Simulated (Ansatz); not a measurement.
All-electron LAPW in Ansatz 0.2.0 under PBE, scalar-relativistic, energies extrapolated to zero smearing. Slabs are 1×1 cells cut from bulk crystals relaxed on PAW files, with atoms then relaxed, 16 to 20 Å of vacuum, a dipole correction, k spacings of 0.16 to 0.26 Å⁻¹ and smearing of 0.02 to 0.1 eV, without spin–orbit coupling; Cr, Mn, Fe, Co, Ni, Eu and Gd start ferromagnetic, the others run without spin. The bulk type named needn't be the stable one, and no reconstruction is allowed.

```tsv
slab	area (Å²)	γ (J/m²)	Φ (eV)	Δd12 (%)
fcc Sb (111), 4 layers	9.95	0.20	3.93	-11.1
bcc Fe (100), 5 layers	8.02	2.55	3.87	?
hcp Ti (0001), 7 layers	7.49	1.97	4.41	?
```

**Question.** What belongs in the row "hcp Ti (0001), 7 layers", column "Δd12 (%)"?

**Answer.** -7.2.

**Question.** Give the missing entry: row "bcc Fe (100), 5 layers", column "Δd12 (%)".

**Answer.** -2.1.
